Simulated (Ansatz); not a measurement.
Wanted: the native input for an Ansatz 0.2.0 run.

```
Task                : single point
Functional          : PBEsol
Potentials or basis : all-electron LAPW, scalar-relativistic
Cutoff              : 348 eV (chosen from the basis error)
Basis error allowed : 0.001 eV/atom
k mesh              : 7 × 7 × 3
Occupations         : fermi-dirac, width 0.05 eV
Spin                : no spin polarisation
```

Br:

```
CELL_PARAMETERS angstrom
3.36325 -2.32255 0.00000
3.36325 2.32255 0.00000
0.00000 0.00000 8.70230
ATOMIC_POSITIONS crystal
Br 0.36510 0.63490 0.39010
Br 0.13490 0.86510 0.89010
Br 0.63490 0.36510 0.60990
Br 0.86510 0.13490 0.10990
```

These files were run (other wordings do the same):

input.yaml

```yaml
crystal:
  lattice:
    - [3.36325, -2.32255, 0.0]
    - [3.36325, 2.32255, 0.0]
    - [0.0, 0.0, 8.7023]
  atoms:
    - { symbol: Br, position: [0.3651, 0.6349, 0.3901] }
    - { symbol: Br, position: [0.1349, 0.8651, 0.8901] }
    - { symbol: Br, position: [0.6349, 0.3651, 0.6099] }
    - { symbol: Br, position: [0.8651, 0.1349, 0.1099] }
kpoints:
  mp_grid: { grid: [7, 7, 3] }
scf:
  occupations: { method: fermi_dirac, width: 0.05 }
hamiltonian:
  xc: pbesol
  pseudopotentials: { kind: all_electron, lapw: { basis_error: 0.001 } }
output:
  forces: true
  stress: true
  eigenvalues: true
  populations: true
```

Potentials or basis: all-electron LAPW, scalar-relativistic.

Run with:

```bash
$ ansatz run input.yaml --threads 2 --pin off --max-ram 8192MiB --backend cpu --events-out ev --progress --plain --runs-dir out
```

Results of the run:

| Item | Value |
| --- | --- |
| Pressure | 0.1 GPa |
| Largest force | 0.722 eV/Å |
| Band gap on the k mesh | 1.85 eV, indirect (least direct gap 1.86 eV) |

Caveat: an odd mesh through Γ misses points on the zone boundary, where band edges often lie.

Run time: 48 s on 2 threads of AMD EPYC (Zen 3), on a shared host, peak memory 0.64 GiB.
